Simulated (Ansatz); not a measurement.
# WSe2: strain energy, fitted

WSe2, P6_3/mmc, a = 3.279 Å, c = 12.793 Å. Ansatz: PBE+D3(BJ), PAW, 420 eV, Γ-centred 12×12×2 mesh on 6 atoms, Gaussian smearing 0.02 eV; no spin polarisation. Series: equal strain along all axes, cell held, atoms relaxed; x is the strain in per cent. y is the free energy over the unstrained cell, V0 = 19.854 Å³/atom.

| x (%) | y (meV/atom) |
| --- | --- |
| -4.5 | 90.11 |
| -3.0 | 37.40 |
| -1.5 | 8.74 |
| 0.0 | 0.00 |
| 1.5 | 7.91 |
| 3.0 | ? |
| 4.5 | 64.04 |

Problem. Fit y = c2 x² + c3 x³ to the other rows, turn c2 into a modulus, and predict the missing energy.

Solution. Least squares on the rows shown. y = 3.7982 x² − 0.14201 x³. In eV per unit strain² c2 is 37.98; the stiffness is B for this strain (E = 9/2 B V0 ε², shape held): 2 × 37.98 × 160.2 / (9 × 19.854) = 68 GPa. At x = 3.0 the fit asked for gives 30.35 meV/atom. The run gave 29.92 meV/atom, so the fit is 0.43 meV/atom too high, within twice the rms miss on the fitted rows (0.33 meV/atom).

Spin–orbit coupling is left out, which can shift energies with elements as heavy as these.